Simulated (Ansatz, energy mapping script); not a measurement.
# MnS in the zinc-blende structure: J from the energies of magnetic orders, part 2 of 3

Aim: the exchange couplings of MnS in the zinc-blende structure from the energies of a few collinear orders, and the ordering temperature that they give.

PBE with U on Mn d by linear response, ortho-atomic projectors; plane waves, U on orthogonalised atomic orbitals unless named otherwise, collinear spin, no spin–orbit coupling.

So far. Step 4 (Parallel start in cell A (4 atoms)): The run ends ferromagnetic.

### 5. Order 2: compensated +−, cell A of 4 atoms

Level of this step: PBE with U = 4.17 eV on Mn d, ortho-atomic projectors (Ansatz).

This order reverses 6 of the 12 neighbours at 4.07 Å, 6 of the 6 neighbours at 5.75 Å and 12 of the 24 neighbours at 7.05 Å, counted for an average magnetic atom.

File input.yaml:

```yaml
crystal:
  lattice:
    - [0.0, -2.876820651, -2.876820651]
    - [-2.876820651, 0.0, -2.876820651]
    - [2.876820651, 2.876820651, -5.753641302]
  atoms:
    - { symbol: Mn, position: [0.5, 0.5, 0.5], spin: 4.5 }
    - { symbol: Mn, position: [0.0, 0.0, 0.0], spin: -4.5 }
    - { symbol: S, position: [0.125, 0.125, 0.625] }
    - { symbol: S, position: [0.625, 0.625, 0.125] }
magnetization:
  spin_polarized: true
kpoints:
  mp_grid: { grid: [7, 7, 7] }
hamiltonian:
  xc: pbe
  hubbard:
    sites:
      - { species: Mn, l: d, u_eff: 4.17 }
      - { site: 0, l: d, u_eff: 4.17, starting_ns: [{ spin: up, occupation_matrix: mn1_major }, { spin: down, occupation_matrix: mn1_minor }] }
      - { site: 1, l: d, u_eff: 4.17, starting_ns: [{ spin: up, occupation_matrix: mn1_minor }, { spin: down, occupation_matrix: mn1_major }] }
    projectors: ortho-atomic
    occupation_matrices:
      mn1_major:
        matrix:
          - [0.997, 0.0, 0.0, 0.0, 0.0]
          - [0.0, 0.995, 0.0, 0.0, 0.0]
          - [0.0, 0.0, 0.995, 0.0, 0.0]
          - [0.0, 0.0, 0.0, 0.997, 0.0]
          - [0.0, 0.0, 0.0, 0.0, 0.995]
      mn1_minor:
        matrix:
          - [0.021, 0.0, 0.0, 0.0, 0.0]
          - [0.0, 0.068, 0.0, 0.0, 0.0]
          - [0.0, 0.0, 0.068, 0.0, 0.0]
          - [0.0, 0.0, 0.0, 0.021, 0.0]
          - [0.0, 0.0, 0.0, 0.0, 0.068]
scf:
  occupations: { method: fermi_dirac, width: 0.05 }
output:
  eigenvalues: true
```

On the command line:

```sh
$ ansatz run input.yaml --threads 4 --pin off --max-ram 8192MiB --backend cpu --events-out ev --progress --plain --runs-dir out
```

Numbers of over 12 decimals in the logs are rounded to 6 here.

The log of the run:

```text
[...]
Crystal: 4 atoms, lattice volume = 95.235 Å³
Basis set: ecut = 420 eV, 1853 PW (Γ)
Bands: 31, of which v1, the nominal top of the filled ones, is band 21 counted from 1 (20 counted from 0)
Symmetry: 6 space group operations
[...]
k-points: 44 of 343 (time reversal used)
[...]
Starting moments: Σ|m| = 9 μB on 2 of 4 sites
[...]
SCF iter   1: F=—  HF=-9602.608170 eV  |F-HF|=—  |Δ(HF+E_count)|=         —  Δρ=4.19e-2 (↑4.19e-2 ↓4.19e-2)  dr2=4.37e0  dr2_m=3.77e-1  M=0.000 μB ∫|m|=9.552 μB  β_m=1.00  ethr=3.10e-3  ⟨swp⟩=5.7  Hψ=5494  notcnv=0
[...]
SCF iter  13: F=-9602.419946 eV  HF=-9602.419946 eV  |F-HF|=3.37e-9  |Δ(HF+E_count)|=   2.72e-7  Δρ=2.03e-6 (↑2.03e-6 ↓2.03e-6)  dr2=1.02e-8  dr2_m=6.50e-10  M=0.000 μB ∫|m|=9.819 μB  ethr=2.38e-10  ⟨swp⟩=7.7  Hψ=5224  notcnv=0
SCF 1 converged in 13 iterations: F = -9602.419946 eV  dr2 = 1.02e-8
[...]
SCF converged after 13 iterations
Magnetization: 0.0000 μB (21.0000 up, 21.0000 down)
Absolute magnetization: 9.8194 μB (∫|ρ↑−ρ↓|, with the PAW one-centre terms)
[...]
Per-site moments (μB) at R_I (Å): [(4.394085, 1.027702), (-4.394085, 1.027702), (0.011906, 1.027702), (-0.011906, 1.027702)]
Free energy (F): -9602.419946 eV
[...]
Internal energy: -9602.419946 eV  (E = F + TS)
E sigma→0 (E₀):  -9602.419946 eV
Fermi energy:    6.668157 eV
[...]
--- Specified on-site occupations, and those of the state reported ---
  electrons in the specified blocks: 10.4500 specified, 10.4981 found
[...]
--- Band table (eV; the first three rows and the last of 88) ---
  k-point 0 ↑: bands = [... 17 lower, 3.9609, 4.9787, 5.5598, 5.5598, 7.6489, 9.2408, 9.2408, 9.4726, ... 6 higher]
  k-point 1 ↑: bands = [... 17 lower, 3.9585, 4.8055, 5.5578, 5.5578, 7.8526, 9.2459, 9.2459, 9.4806, ... 6 higher]
  k-point 2 ↑: bands = [... 17 lower, 3.9531, 4.4272, 5.5532, 5.5532, 8.3173, 9.2568, 9.2568, 9.4853, ... 6 higher]
  k-point 43 ↓: bands = [... 17 lower, 3.1299, 3.6597, 3.9839, 4.2413, 8.5108, 8.8662, 9.1882, 9.4738, ... 6 higher]
Occupation matrices written to <dir>
```

The job ended after 4.1 s (4 threads of Arm Neoverse V2, shared host; peak memory 0.48 GiB; 16 s of CPU time).

Spin moment in the sphere by atom:

```csv
atom,spin moment in the sphere (μB)
Mn1,4.39
Mn2,-4.39
S3,0.01
S4,-0.01
```

The run ends antiferromagnetic, 48.26 meV a magnetic atom below the parallel order of its cell.

### 6. Order 3: parallel, cell B of 4 atoms

The parallel order again, as the reference for this cell.

This run holds the same structure in another cell (c 7.047 → 5.754 Å, α 73.2 → 90.0°, β 73.2 → 90.0°, γ 60.0 → 90.0°).

File input.yaml:

```yaml
crystal:
  lattice:
    - [0.0, -2.876820651, -2.876820651]
    - [0.0, 2.876820651, -2.876820651]
    - [5.753641302, 0.0, 0.0]
  atoms:
    - { symbol: Mn, position: [0.5, 0.5, 0.5], spin: 4.5 }
    - { symbol: Mn, position: [0.0, 0.0, 0.0], spin: 4.5 }
    - { symbol: S, position: [0.0, 0.5, 0.75] }
    - { symbol: S, position: [0.5, 0.0, 0.25] }
magnetization:
  spin_polarized: true
kpoints:
  mp_grid: { grid: [6, 6, 5] }
hamiltonian:
  xc: pbe
  hubbard:
    sites:
      - { species: Mn, l: d, u_eff: 4.17 }
      - { site: 0, l: d, u_eff: 4.17, starting_ns: [{ spin: up, occupation_matrix: mn1_major }, { spin: down, occupation_matrix: mn1_minor }] }
      - { site: 1, l: d, u_eff: 4.17, starting_ns: [{ spin: up, occupation_matrix: mn1_major }, { spin: down, occupation_matrix: mn1_minor }] }
    projectors: ortho-atomic
    occupation_matrices:
      mn1_major:
        matrix:
          - [0.997, 0.0, 0.0, 0.0, 0.0]
          - [0.0, 0.995, 0.0, 0.0, 0.0]
          - [0.0, 0.0, 0.995, 0.0, 0.0]
          - [0.0, 0.0, 0.0, 0.997, 0.0]
          - [0.0, 0.0, 0.0, 0.0, 0.995]
      mn1_minor:
        matrix:
          - [0.021, 0.0, 0.0, 0.0, 0.0]
          - [0.0, 0.068, 0.0, 0.0, 0.0]
          - [0.0, 0.0, 0.068, 0.0, 0.0]
          - [0.0, 0.0, 0.0, 0.021, 0.0]
          - [0.0, 0.0, 0.0, 0.0, 0.068]
scf:
  occupations: { method: fermi_dirac, width: 0.05 }
output:
  eigenvalues: true
```

The log of the run:

```text
[...]
Crystal: 4 atoms, lattice volume = 95.235 Å³
Basis set: ecut = 420 eV, 1875 PW (Γ)
Bands: 31, of which v1, the nominal top of the filled ones, is band 21 counted from 1 (20 counted from 0)
Symmetry: 16 space group operations
[...]
k-points: 30 of 180 (time reversal used)
[...]
Starting moments: Σ|m| = 9 μB on 2 of 4 sites
[...]
k-point 0 ↑: bands = [... 17 lower, 0.9401, 1.0963, 1.1682, 2.4737, 3.8539, 3.8539, 6.0676, 6.0676, ... 6 higher]
  k-point 1 ↑: bands = [... 17 lower, 0.9549, 1.0053, 1.0812, 2.8737, 4.0611, 4.0611, 5.4275, 5.8281, ... 6 higher]
  k-point 2 ↑: bands = [... 17 lower, 0.8624, 0.9936, 1.0419, 3.6646, 4.5338, 4.5891, 4.5891, 5.2507, ... 6 higher]
  k-point 29 ↓: bands = [... 17 lower, 8.1292, 8.8470, 8.8470, 9.4721, 9.4721, 9.5144, 9.5144, 9.9541, ... 6 higher]
Occupation matrices written to <dir>
[key lines of the parts left out:]
SCF converged after 12 iterations
Magnetization: 10.0000 μB (26.0000 up, 16.0000 down)
Free energy (F): -9602.323024 eV
Fermi energy:    6.692423 eV
```

Run time: 5.5 s. Hardware: 4 threads; peak memory 0.43 GiB; 20 s of CPU time.

The run ends ferromagnetic. For each magnetic atom its energy differs from the parallel run of the first cell by 0.20 meV, an error that one common reference would have brought in.

### 7. Order 4: compensated +−, cell B of 4 atoms

This order reverses 8 of the 12 neighbours at 4.07 Å, 0 of the 6 neighbours at 5.75 Å and 16 of the 24 neighbours at 7.05 Å, counted for an average magnetic atom.

input.yaml, as its differences from that of step 6:

```diff
@@ -7,3 +7,3 @@
     - { symbol: Mn, position: [0.5, 0.5, 0.5], spin: 4.5 }
-    - { symbol: Mn, position: [0.0, 0.0, 0.0], spin: 4.5 }
+    - { symbol: Mn, position: [0.0, 0.0, 0.0], spin: -4.5 }
     - { symbol: S, position: [0.0, 0.5, 0.75] }
@@ -20,3 +20,3 @@
       - { site: 0, l: d, u_eff: 4.17, starting_ns: [{ spin: up, occupation_matrix: mn1_major }, { spin: down, occupation_matrix: mn1_minor }] }
-      - { site: 1, l: d, u_eff: 4.17, starting_ns: [{ spin: up, occupation_matrix: mn1_major }, { spin: down, occupation_matrix: mn1_minor }] }
+      - { site: 1, l: d, u_eff: 4.17, starting_ns: [{ spin: up, occupation_matrix: mn1_minor }, { spin: down, occupation_matrix: mn1_major }] }
     projectors: ortho-atomic
```

The log of the run:

```text
[...]
Crystal: 4 atoms, lattice volume = 95.235 Å³
Basis set: ecut = 420 eV, 1875 PW (Γ)
Bands: 31, of which v1, the nominal top of the filled ones, is band 21 counted from 1 (20 counted from 0)
Symmetry: 8 space group operations
[...]
k-points: 30 of 180 (time reversal used)
[...]
Starting moments: Σ|m| = 9 μB on 2 of 4 sites
[...]
k-point 0 ↑: bands = [... 17 lower, 3.5076, 4.8727, 5.1297, 5.1297, 7.6756, 8.7142, 8.9480, 9.3774, ... 6 higher]
  k-point 1 ↑: bands = [... 17 lower, 3.5516, 4.5782, 5.0938, 5.0938, 8.1340, 8.9090, 9.0520, 9.3764, ... 6 higher]
  k-point 2 ↑: bands = [... 17 lower, 3.6274, 4.1456, 5.0307, 5.0307, 8.8791, 9.1990, 9.3747, 9.5506, ... 6 higher]
  k-point 29 ↓: bands = [... 17 lower, 3.1685, 3.3816, 3.3816, 3.5645, 8.6720, 8.6720, 9.1707, 9.4549, ... 6 higher]
Occupation matrices written to <dir>
[key lines of the parts left out:]
SCF converged after 13 iterations
Magnetization: 0.0000 μB (21.0000 up, 21.0000 down)
Free energy (F): -9602.448779 eV
Fermi energy:    6.464169 eV
```

Wall time 3.1 s (4 threads); peak memory 0.42 GiB.

The run ends antiferromagnetic, 62.88 meV a magnetic atom below the parallel order of its cell.

### 8. Order 5: parallel, cell C of 6 atoms

The parallel order again, as the reference for this cell.

File input.yaml:

```yaml
crystal:
  lattice:
    - [0.0, 2.876820651, 2.876820651]
    - [-2.876820651, 0.0, -2.876820651]
    - [-5.753641302, -5.753641302, 5.753641302]
  atoms:
    - { symbol: Mn, position: [0.0, 0.0, 0.0], spin: 4.5 }
    - { symbol: Mn, position: [0.333333333, 0.666666667, 0.666666667], spin: 4.5 }
    - { symbol: Mn, position: [0.666666667, 0.333333333, 0.333333333], spin: 4.5 }
    - { symbol: S, position: [0.333333333, 0.666666667, 0.916666667] }
    - { symbol: S, position: [0.666666667, 0.333333333, 0.583333333] }
    - { symbol: S, position: [0.0, 0.0, 0.25] }
magnetization:
  spin_polarized: true
kpoints:
  mp_grid: { grid: [7, 7, 3] }
hamiltonian:
  xc: pbe
  hubbard:
    sites:
      - { species: Mn, l: d, u_eff: 4.17 }
      - { site: 0, l: d, u_eff: 4.17, starting_ns: [{ spin: up, occupation_matrix: mn1_major }, { spin: down, occupation_matrix: mn1_minor }] }
      - { site: 1, l: d, u_eff: 4.17, starting_ns: [{ spin: up, occupation_matrix: mn1_major }, { spin: down, occupation_matrix: mn1_minor }] }
      - { site: 2, l: d, u_eff: 4.17, starting_ns: [{ spin: up, occupation_matrix: mn1_major }, { spin: down, occupation_matrix: mn1_minor }] }
    projectors: ortho-atomic
    occupation_matrices:
      mn1_major:
        matrix:
          - [0.997, 0.0, 0.0, 0.0, 0.0]
          - [0.0, 0.995, 0.0, 0.0, 0.0]
          - [0.0, 0.0, 0.995, 0.0, 0.0]
          - [0.0, 0.0, 0.0, 0.997, 0.0]
          - [0.0, 0.0, 0.0, 0.0, 0.995]
      mn1_minor:
        matrix:
          - [0.021, 0.0, 0.0, 0.0, 0.0]
          - [0.0, 0.068, 0.0, 0.0, 0.0]
          - [0.0, 0.0, 0.068, 0.0, 0.0]
          - [0.0, 0.0, 0.0, 0.021, 0.0]
          - [0.0, 0.0, 0.0, 0.0, 0.068]
scf:
  occupations: { method: fermi_dirac, width: 0.05 }
output:
  eigenvalues: true
```

The log of the run:

```text
[...]
Crystal: 6 atoms, lattice volume = 142.853 Å³
Basis set: ecut = 420 eV, 2793 PW (Γ)
Bands: 46, of which v1, the nominal top of the filled ones, is band 32 counted from 1 (31 counted from 0)
Symmetry: 18 space group operations
[...]
k-points: 20 of 147 (time reversal used)
[...]
Starting moments: Σ|m| = 13.5 μB on 3 of 6 sites
[...]
k-point 0 ↑: bands = [... 28 lower, 0.9717, 0.9717, 2.8396, 2.8396, 5.4002, 5.4002, 5.4002, 5.4002, ... 10 higher]
  k-point 1 ↑: bands = [... 28 lower, 1.0138, 1.0138, 1.7955, 4.0660, 5.2132, 5.2132, 5.2895, 5.6908, ... 10 higher]
  k-point 2 ↑: bands = [... 28 lower, 1.0228, 1.0434, 2.8924, 2.8938, 4.5607, 4.9562, 4.9799, 5.0948, ... 10 higher]
  k-point 19 ↓: bands = [... 28 lower, 8.9358, 8.9687, 9.2806, 9.3371, 9.3814, 9.6125, 9.6916, 9.7521, ... 10 higher]
Occupation matrices written to <dir>
[key lines of the parts left out:]
SCF converged after 13 iterations
Magnetization: 15.0000 μB (39.0000 up, 24.0000 down)
Free energy (F): -14403.485073 eV
Fermi energy:    6.693473 eV
```

Run time: 8.4 s. Hardware: 4 threads; peak memory 0.54 GiB.

The run ends ferromagnetic. For each magnetic atom its energy differs from the parallel run of the first cell by 0.02 meV, an error that one common reference would have brought in.

### 9. Run 6 (uncompensated ++−; cell C, 6 atoms)

This order reverses 4 of the 12 neighbours at 4.07 Å, 4 of the 6 neighbours at 5.75 Å and 12 of the 24 neighbours at 7.05 Å, counted for an average magnetic atom.

input.yaml, as its differences from that of step 8:

```diff
@@ -8,3 +8,3 @@
     - { symbol: Mn, position: [0.333333333, 0.666666667, 0.666666667], spin: 4.5 }
-    - { symbol: Mn, position: [0.666666667, 0.333333333, 0.333333333], spin: 4.5 }
+    - { symbol: Mn, position: [0.666666667, 0.333333333, 0.333333333], spin: -4.5 }
     - { symbol: S, position: [0.333333333, 0.666666667, 0.916666667] }
@@ -23,3 +23,3 @@
       - { site: 1, l: d, u_eff: 4.17, starting_ns: [{ spin: up, occupation_matrix: mn1_major }, { spin: down, occupation_matrix: mn1_minor }] }
-      - { site: 2, l: d, u_eff: 4.17, starting_ns: [{ spin: up, occupation_matrix: mn1_major }, { spin: down, occupation_matrix: mn1_minor }] }
+      - { site: 2, l: d, u_eff: 4.17, starting_ns: [{ spin: up, occupation_matrix: mn1_minor }, { spin: down, occupation_matrix: mn1_major }] }
     projectors: ortho-atomic
```

The log of the run:

```text
[...]
Crystal: 6 atoms, lattice volume = 142.853 Å³
Basis set: ecut = 420 eV, 2793 PW (Γ)
Bands: 46, of which v1, the nominal top of the filled ones, is band 32 counted from 1 (31 counted from 0)
Symmetry: 6 space group operations
[...]
k-points: 20 of 147 (time reversal used)
[...]
Starting moments: Σ|m| = 13.5 μB on 3 of 6 sites
[...]
k-point 0 ↑: bands = [... 28 lower, 3.9690, 5.3575, 5.3575, 5.4059, 5.8035, 5.8035, 7.5042, 9.0728, ... 10 higher]
  k-point 1 ↑: bands = [... 28 lower, 3.9702, 5.0144, 5.3604, 5.3604, 5.7980, 5.7980, 7.9817, 8.8093, ... 10 higher]
  k-point 2 ↑: bands = [... 28 lower, 3.9210, 4.6799, 4.9921, 5.1301, 5.3188, 5.6108, 8.2892, 9.0750, ... 10 higher]
  k-point 19 ↓: bands = [... 28 lower, 4.2179, 8.3146, 8.5754, 8.8286, 8.9938, 9.1911, 9.3674, 9.4862, ... 10 higher]
Occupation matrices written to <dir>
[key lines of the parts left out:]
SCF converged after 13 iterations
Magnetization: 5.0000 μB (34.0000 up, 29.0000 down)
Free energy (F): -14403.583029 eV
Fermi energy:    6.698913 eV
```

Run time: 8.2 s. Hardware: 4 threads; peak memory 0.56 GiB; 31 s of CPU time.

The run ends ferrimagnetic, 32.65 meV a magnetic atom below the parallel order of its cell.

### 10. Parallel start in cell D (6 atoms)

The parallel order again, as the reference for this cell.

This run holds the same structure in another cell (b 4.068 → 5.754 Å, c 9.966 → 7.047 Å, α 90.0 → 114.1°, β 90.0 → 106.8°, γ 120.0 → 90.0°).

File input.yaml:

```yaml
crystal:
  lattice:
    - [0.0, -2.876820651, -2.876820651]
    - [-5.753641302, 0.0, 0.0]
    - [2.876820651, 5.753641302, -2.876820651]
  atoms:
    - { symbol: Mn, position: [0.666666667, 0.666666667, 0.333333333], spin: 4.5 }
    - { symbol: Mn, position: [0.333333333, 0.333333333, 0.666666667], spin: 4.5 }
    - { symbol: Mn, position: [0.0, 0.0, 0.0], spin: 4.5 }
    - { symbol: S, position: [0.166666667, 0.416666667, 0.333333333] }
    - { symbol: S, position: [0.833333333, 0.083333333, 0.666666667] }
    - { symbol: S, position: [0.5, 0.75, 0.0] }
magnetization:
  spin_polarized: true
kpoints:
  mp_grid: { grid: [7, 7, 7] }
hamiltonian:
  xc: pbe
  hubbard:
    sites:
      - { species: Mn, l: d, u_eff: 4.17 }
      - { site: 0, l: d, u_eff: 4.17, starting_ns: [{ spin: up, occupation_matrix: mn1_major }, { spin: down, occupation_matrix: mn1_minor }] }
      - { site: 1, l: d, u_eff: 4.17, starting_ns: [{ spin: up, occupation_matrix: mn1_major }, { spin: down, occupation_matrix: mn1_minor }] }
      - { site: 2, l: d, u_eff: 4.17, starting_ns: [{ spin: up, occupation_matrix: mn1_major }, { spin: down, occupation_matrix: mn1_minor }] }
    projectors: ortho-atomic
    occupation_matrices:
      mn1_major:
        matrix:
          - [0.997, 0.0, 0.0, 0.0, 0.0]
          - [0.0, 0.995, 0.0, 0.0, 0.0]
          - [0.0, 0.0, 0.995, 0.0, 0.0]
          - [0.0, 0.0, 0.0, 0.997, 0.0]
          - [0.0, 0.0, 0.0, 0.0, 0.995]
      mn1_minor:
        matrix:
          - [0.021, 0.0, 0.0, 0.0, 0.0]
          - [0.0, 0.068, 0.0, 0.0, 0.0]
          - [0.0, 0.0, 0.068, 0.0, 0.0]
          - [0.0, 0.0, 0.0, 0.021, 0.0]
          - [0.0, 0.0, 0.0, 0.0, 0.068]
scf:
  occupations: { method: fermi_dirac, width: 0.05 }
output:
  eigenvalues: true
```

The log of the run:

```text
[...]
Crystal: 6 atoms, lattice volume = 142.853 Å³
Basis set: ecut = 420 eV, 2811 PW (Γ)
Bands: 46, of which v1, the nominal top of the filled ones, is band 32 counted from 1 (31 counted from 0)
Symmetry: 12 space group operations
[...]
k-points: 64 of 343 (time reversal used)
[...]
Starting moments: Σ|m| = 13.5 μB on 3 of 6 sites
[...]
k-point 0 ↑: bands = [... 28 lower, 1.3995, 1.3995, 2.1123, 2.1123, 3.3081, 3.3081, 4.5821, 4.5821, ... 10 higher]
  k-point 1 ↑: bands = [... 28 lower, 1.1628, 1.4931, 2.1290, 2.4428, 3.3070, 3.5440, 4.2610, 4.9317, ... 10 higher]
  k-point 2 ↑: bands = [... 28 lower, 1.0775, 1.3280, 2.3534, 2.9267, 3.5402, 3.9736, 4.0107, 4.9205, ... 10 higher]
  k-point 63 ↓: bands = [... 28 lower, 8.9540, 9.2422, 9.2422, 9.2791, 9.2791, 9.6993, 9.6993, 9.9100, ... 10 higher]
Occupation matrices written to <dir>
[key lines of the parts left out:]
SCF converged after 13 iterations
Magnetization: 15.0000 μB (39.0000 up, 24.0000 down)
Free energy (F): -14403.485496 eV
Fermi energy:    6.705251 eV
```

Run time: 30 s. Hardware: 4 threads; peak memory 0.9 GiB; 1.9 min of CPU time.

The run ends ferromagnetic. For each magnetic atom its energy differs from the parallel run of the first cell by -0.12 meV, an error that one common reference would have brought in.

### 11. Run 8 (uncompensated ++−; cell D, 6 atoms)

This order reverses 6.67 of the 12 neighbours at 4.07 Å, 2.67 of the 6 neighbours at 5.75 Å and 8 of the 24 neighbours at 7.05 Å, counted for an average magnetic atom.

input.yaml, as its differences from that of step 10:

```diff
@@ -8,3 +8,3 @@
     - { symbol: Mn, position: [0.333333333, 0.333333333, 0.666666667], spin: 4.5 }
-    - { symbol: Mn, position: [0.0, 0.0, 0.0], spin: 4.5 }
+    - { symbol: Mn, position: [0.0, 0.0, 0.0], spin: -4.5 }
     - { symbol: S, position: [0.166666667, 0.416666667, 0.333333333] }
@@ -23,3 +23,3 @@
       - { site: 1, l: d, u_eff: 4.17, starting_ns: [{ spin: up, occupation_matrix: mn1_major }, { spin: down, occupation_matrix: mn1_minor }] }
-      - { site: 2, l: d, u_eff: 4.17, starting_ns: [{ spin: up, occupation_matrix: mn1_major }, { spin: down, occupation_matrix: mn1_minor }] }
+      - { site: 2, l: d, u_eff: 4.17, starting_ns: [{ spin: up, occupation_matrix: mn1_minor }, { spin: down, occupation_matrix: mn1_major }] }
     projectors: ortho-atomic
```

The log of the run:

```text
[...]
Crystal: 6 atoms, lattice volume = 142.853 Å³
Basis set: ecut = 420 eV, 2811 PW (Γ)
Bands: 46, of which v1, the nominal top of the filled ones, is band 32 counted from 1 (31 counted from 0)
Symmetry: 4 space group operations
[...]
k-points: 64 of 343 (time reversal used)
[...]
Starting moments: Σ|m| = 13.5 μB on 3 of 6 sites
[...]
k-point 0 ↑: bands = [... 28 lower, 3.3469, 3.9123, 4.4248, 5.2946, 5.3258, 5.5491, 7.5441, 9.0470, ... 10 higher]
  k-point 1 ↑: bands = [... 28 lower, 3.4259, 3.8276, 4.5116, 5.0867, 5.2433, 5.5452, 7.8130, 9.0143, ... 10 higher]
  k-point 2 ↑: bands = [... 28 lower, 3.6343, 3.6882, 4.6191, 4.6565, 5.0980, 5.5353, 8.3735, 8.8625, ... 10 higher]
  k-point 63 ↓: bands = [... 28 lower, 4.4407, 8.5938, 8.6546, 9.0245, 9.0434, 9.1775, 9.3607, 9.4961, ... 10 higher]
Occupation matrices written to <dir>
[key lines of the parts left out:]
SCF converged after 14 iterations
Magnetization: 5.0000 μB (34.0000 up, 29.0000 down)
Free energy (F): -14403.645361 eV
Fermi energy:    6.604033 eV
```

The job ended after 32 s (4 threads; peak memory 0.94 GiB; 2.1 min of CPU time).

The run ends ferrimagnetic, 53.29 meV a magnetic atom below the parallel order of its cell.

(Part 2 of 3 ends here.)

[Logs and program files are shortened in this print: banners, set-up blocks, solver, clock and traceback lines can be left out without a mark of their own.]

[Logs are printed without paths, hosts, clocks, repeated set-up lines and the standing remarks that a program may print on its own settings, such as how far it seeks lower states.]

[Hosts, paths, dates, database ids (printed as entryN), source tags and the programs' standing remarks are cut or masked in the printed files.]

[Where a cell is said to come from a database of computed structures, the database is the Materials Project.]
